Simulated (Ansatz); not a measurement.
A (100) slab of HgTe (F-43m (No. 216)), 7 planes, outer planes Hg (top) and Hg (bottom), with 7 atoms (Hg4Te3) in a surface cell of A = 22.109 Å², as cut from the bulk:

```xyz
7
Lattice="4.7020 0.0000 0.0000 0.0000 4.7020 0.0000 0.0000 0.0000 24.9744" Properties=species:S:1:pos:R:3 pbc="T T T"
Hg    2.3510    2.3510    7.5000
Te    2.3510    0.0000    9.1624
Hg    0.0000    0.0000   10.8248
Te    0.0000    2.3510   12.4872
Hg    2.3510    2.3510   14.1496
Te    2.3510    0.0000   15.8120
Hg    0.0000    0.0000   17.4744
```

The calculation used Ansatz 0.2.0, DFT PBE, scalar-relativistic, plane waves, PAW. Plane waves to 420 eV, a k mesh through Γ of 8×8×1 on the computed 7-atom cell and Gaussian smearing (0.10 eV); no spin polarisation.

The relaxed slab holds 3 formula units of HgTe and 1 further Hg. Against those formula units in the bulk and the further Hg in its standard state it lies 1.837 eV higher. The formation energy of HgTe from the standard states is -0.349 eV a formula unit (uncorrected, no zero-point or thermal terms).

Q: Over what range can the chemical potential of Hg vary, and what is the surface energy at both ends?

A: In contact with the bulk, μ(Hg) + μ(Te) is fixed. With Δμ counted from the standard states, Δμ(Hg) ≤ 0 keeps elemental Hg from forming, and Δμ(Te) ≤ 0 requires Δμ(Hg) ≥ ΔH = -0.349 eV. Other compounds of Hg and Te can narrow this range. Then γ, the mean of both faces, = [1.837 eV − 1.00·Δμ(Hg)]/(2A). At the Hg-rich end (Δμ = 0): 1.837/(2 × 22.109) × 16.02 = 0.67 J/m². At the Hg-poor end: (1.837 + 0.349)/(2 × 22.109) × 16.02 = 0.79 J/m².

Q: How does its energy depend on growth conditions?

A: It carries an excess of Hg, so its energy falls by 0.36 J/m² for each eV that μ(Hg) rises: Hg-rich conditions lower it; whether it appears depends on the other terminations.